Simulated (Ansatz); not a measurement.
**InP: stress in a strained cell**

InP is deformed so: zz strain of -3 %. What stress and forces result, by LAPW, PAW and all-electron datasets made for the crystal?

Computed with Ansatz 0.2.0 (DFT PBE, scalar-relativistic, unless a step's input says otherwise).

**1. The system as given**

Symmetry: Fm-3m, No. 225, cubic system. Conventional cell: a = 5.710 Å, b = 5.710 Å, c = 5.710 Å, α = 90.00°, β = 90.00°, γ = 90.00°. In (site symmetry m-3m) is surrounded by 6 P at 2.85 to 2.86 Å. Around P (site symmetry m-3m) lie 6 In at 2.85 to 2.86 Å.

Structure file:

```cif
data_structure
_symmetry_space_group_name_H-M 'Fm-3m'
_symmetry_Int_Tables_number 225
_cell_length_a 5.7100
_cell_length_b 5.7100
_cell_length_c 5.7100
_cell_angle_alpha 90.000
_cell_angle_beta 90.000
_cell_angle_gamma 90.000
_cell_volume 186.17
loop_
_atom_site_label
_atom_site_type_symbol
_atom_site_symmetry_multiplicity
_atom_site_Wyckoff_symbol
_atom_site_fract_x
_atom_site_fract_y
_atom_site_fract_z
_atom_site_occupancy
In1 In 4 a 0.00000 0.00000 0.00000 1
P1 P 4 b 0.50000 0.00000 0.00000 1
```

The file gives the conventional cell by its symmetry; the runs use the cell typed in the input.

Atoms are numbered in the order of the input: In1, P2.

**2. After the deformation**

Space group Fm-3m before, I4/mmm after.

**3. Full-potential LAPW**

Input file input.yaml:

```yaml
crystal:
  lattice:
    - [0.0, 2.855, 2.76935]
    - [2.855, 0.0, 2.76935]
    - [2.855, 2.855, 0.0]
  atoms:
    - { symbol: In, position: [0.0, 0.0, 0.0] }
    - { symbol: P, position: [0.5, 0.5, 0.5] }
kpoints:
  mp_grid: { grid: [11, 11, 11] }
  band_path:
    path:
      - [0.0, 0.0, 0.0]
      - [0.0, 0.5, 0.5]
      - [0.25, 0.75, 0.5]
      - [0.0, 0.5, 0.0]
      - [0.0, 0.0, 0.0]
      - [0.5, 0.5, 0.0]
      - [0.3828515251, 0.6171484749, 0.0]
      - [-0.3828515251, 0.3828515251, 0.0]
      - [0.0, 0.0, 0.0]
    npoints: 5
scf:
  occupations: { method: fermi_dirac, width: 0.03 }
hamiltonian:
  xc: pbe
  pseudopotentials: { kind: all_electron, lapw: { basis_error: 0.00025 } }
output:
  forces: true
  stress: true
  eigenvalues: true
```

The run is started by

```console
> ansatz run input.yaml --threads 1 --pin off --max-ram 3072MiB --backend cpu --events-out ev --progress --plain --runs-dir out
```

**4. Frozen-core PAW**

Input file input.yaml:

```yaml
crystal:
  lattice:
    - [0.0, 2.855, 2.76935]
    - [2.855, 0.0, 2.76935]
    - [2.855, 2.855, 0.0]
  atoms:
    - { symbol: In, position: [0.0, 0.0, 0.0] }
    - { symbol: P, position: [0.5, 0.5, 0.5] }
kpoints:
  mp_grid: { grid: [11, 11, 11] }
scf:
  occupations: { method: fermi_dirac, width: 0.03 }
hamiltonian:
  xc: pbe
  pseudopotentials: { kind: paw }
output:
  forces: true
  stress: true
  eigenvalues: true
  efg: { contact_densities: true }
```

**5. All-electron PAW on datasets made for the crystal**

input.yaml, as its differences from that of step 4:

```diff
@@ -14,3 +14,3 @@
   xc: pbe
-  pseudopotentials: { kind: paw }
+  pseudopotentials: { kind: all_electron, datasets: crystal }
 output:
```

(Steps that only read results are left out.)

Before running it: what results should come out? Wanted: pressure; largest shear or deviatoric stress.

As calculated:

| quantity | value |
| --- | --- |
| pressure | LAPW -3.74, PAW -3.75, crystal datasets -3.74 GPa |
| largest shear or deviatoric stress (LAPW) | 2.05 GPa |

In words: The largest part of the stress beyond the pressure is 2.05 GPa in size, in the zz component; the atoms are carried along and not relaxed. No run of the undeformed cell stands beside it, so the pressure holds what the given cell had before the change. PAW: stress within 0.01 GPa of LAPW. Crystal datasets: stress within 0.01 GPa of LAPW.
